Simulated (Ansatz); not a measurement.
Compressing Ti3Al: a fit and a missing row

Ti3Al, P6_3/mmc, a = 5.755 Å, c = 4.654 Å. The structure is a COD entry; whether it is the stable form wasn't checked. Ansatz: PBE, PAW, 420 eV, Γ-centred 6×6×8 mesh on 8 atoms, Gaussian smearing 0.10 eV; no spin polarisation. Shape and atoms are relaxed at each volume; pressure is positive in compression.

```tsv
V (Å³/atom)	P (GPa)
14.686	18.56
15.187	12.88
15.687	?
16.188	3.72
16.689	0.02
17.189	-3.18
17.690	-5.96
18.358	-9.09
```

**Question.** Take V0 = 16.689 Å³/atom, count pressures from its P0 = 0.02 GPa, fit the third-order Birch–Murnaghan form to the other rows, and predict the missing pressure.

**Answer.** With the Eulerian strain f = ½[(V0/V)^(2/3) − 1] and y = (P − P0)/[3f(1 + 2f)^(5/2)], the form is the line y = B0 + 1.5 B0 (B0′ − 4) f. Rows (f, y): 0.04449, 112.2; 0.03245, 112.9; 0.01026, 114.3; -0.00974, 115.0; -0.01904, 115.4; -0.03078, 115.6. Means f = 0.004607, y = 114.23; Σ(Δf)² = 0.004415, ΣΔfΔy = -0.2048; the slope is their ratio. y = 114.4 − 46.38 f GPa, so B0 = 114.4 GPa and B0′ = 4 + 2 × (-46.38)/(3 × 114.4) = 3.73. At V = 15.687, f = 0.02107, y = 113.42 and P = 7.97 GPa. The run gave 7.97 GPa, the same to the digits shown.